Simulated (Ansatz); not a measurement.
# Al12O: the cost of one run

Method: DFT LDA, scalar-relativistic, plane waves, PAW, in Ansatz 0.2.0.

6 further runs of the same task are left out: 6 set aside as unsound or not needed.

## 1. The starting structure

The structure is cubic, space group Fm-3m (No. 225). The conventional cell has a = 3.984 Å, b = 3.984 Å, c = 3.984 Å, α = 90.00°, β = 90.00°, γ = 90.00°. Al (site symmetry m-3m) has 12 Al at 2.82 Å in its first shell of neighbours.

Structure file:

```cif
data_structure
_symmetry_space_group_name_H-M 'Fm-3m'
_symmetry_Int_Tables_number 225
_cell_length_a 3.9836
_cell_length_b 3.9836
_cell_length_c 3.9836
_cell_angle_alpha 90.000
_cell_angle_beta 90.000
_cell_angle_gamma 90.000
_cell_volume 63.22
loop_
_atom_site_label
_atom_site_type_symbol
_atom_site_symmetry_multiplicity
_atom_site_Wyckoff_symbol
_atom_site_fract_x
_atom_site_fract_y
_atom_site_fract_z
_atom_site_occupancy
Al1 Al 4 a 0.00000 0.00000 0.00000 1
```

This cell was relaxed beforehand with the same method: volume 15.80 Å³/atom, gap on the mesh none (metal).

## 2. Setting up the map

Atoms count from 1 in the order of the input.

O is moved over the surface cell; relaxed at each place: the height of the adsorbate's atoms; substrate rigid; the origin of the map has the adsorbate above Al9.

First coordinate, position of O13 along the first surface vector, from above Al9: 6 values from 0.000 to 0.833, periodic. Second coordinate, position of O13 along the second surface vector, from above Al9: 6 values from 0.000 to 0.833, periodic.

Relaxed at each point: the height of the adsorbate's atoms; substrate rigid. Points are written as (first, second).

The two vectors of the plane (Å): (2.817, 0.000, 0.000); (0.000, 2.817, 0.000).

## 3. Grid point (0/6, 0/6) of the map's two axes

Input file input.yaml:

```yaml
crystal:
  lattice:
    - [5.6336864732, 0.0, 0.0]
    - [0.0, 5.6336864732, 0.0]
    - [0.0, 0.0, 19.6042971194]
  atoms:
    - { symbol: Al, position: [0.25, 0.25, 0.2040368994] }
    - { symbol: Al, position: [0.25, 0.75, 0.2040368994] }
    - { symbol: Al, position: [0.75, 0.25, 0.2040368994] }
    - { symbol: Al, position: [0.75, 0.75, 0.2040368994] }
    - { symbol: Al, position: [0.0, 0.0, 0.3086956408] }
    - { symbol: Al, position: [0.0, 0.5, 0.3086956408] }
    - { symbol: Al, position: [0.5, 0.0, 0.3086956408] }
    - { symbol: Al, position: [0.5, 0.5, 0.3086956408] }
    - { symbol: Al, position: [0.25, 0.25, 0.4133939141] }
    - { symbol: Al, position: [0.25, 0.75, 0.4133939141] }
    - { symbol: Al, position: [0.75, 0.25, 0.4133939141] }
    - { symbol: Al, position: [0.75, 0.75, 0.4133939141] }
    - { symbol: O, position: [0.25, 0.25, 0.5092912568] }
basis:
  ecutwfc: 420
kpoints:
  mp_grid: { grid: [5, 5, 1] }
hamiltonian:
  xc: lda
scf:
  occupations: { method: gaussian, width: 0.1 }
output:
  forces: true
  eigenvalues: true
relax:
  adjacent_minimum: "off"
  f_tol: 0.025
  max_steps: 16
  constraints:
    - { sites: [0, 1, 2, 3, 4, 5, 6, 7, 8, 9, 10, 11] }
    - { sites: [12], fix: xy }
efield:
  axis: 3
  dipole_correction: true
  ramp_width: 0.04
```

On the command line:

```
> ansatz run input.yaml --threads 4 --pin off --max-ram 12288MiB --backend cpu --events-out ev --progress --plain --runs-dir out
```

Q: Estimate wall time and peak memory on 4 threads of AMD EPYC 9R45 (Zen 5), shared host.

About 6.2 s, with a peak of 0.88 GiB.
